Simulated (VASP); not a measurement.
Input of a VASP 6.6.1 run:

The input INCAR:

```
SYSTEM = Si2Ge
  ALGO = Fast
  EDIFF = 1E-4
  EDIFFG = -0.08
  ENCUT = 520
  GGA = PE
  IBRION = 2
  ISIF = 3
  ISMEAR = 0
  LASPH = .TRUE.
  LCHARG = .FALSE.
  LREAL = .FALSE.
  LWAVE = .FALSE.
  NELM = 60
  NSW = 24
  PREC = Normal
  SIGMA = 0.15
```

KPOINTS

```
k-points
0
G
  5 5 8
  0 0 0
```

The input POSCAR:

```
Si2Ge
1.0
    4.6000000000      0.0000000000      0.0000000000
   -2.3000000000      3.9837168600      0.0000000000
    0.0000000000      0.0000000000      2.5600000000
Si Ge
2 1
Direct
    0.3333333300      0.6666666700      0.5000000000
    0.6666666700      0.3333333300      0.5000000000
    0.0000000000      0.0000000000      0.0000000000
```

Potentials or basis: VASP PAW PBE potentials, release 64 (Si, Ge_d).

Run with:

```sh
$ cat potpaw_PBE.64/Si/POTCAR potpaw_PBE.64/Ge_d/POTCAR > POTCAR
$ mpirun -np 1 vasp_std > vasp.out
```

Question: Predict the band gap on the k mesh.

Answer: None (metal or under the smearing width).

Question: Estimate the relaxed volume.

Answer: 15.99 Å³/atom.

Stress tensor (GPa, compression positive):
```
 0.23  0.00  0.00
 0.00  0.23  0.00
 0.00  0.00 -0.72
```
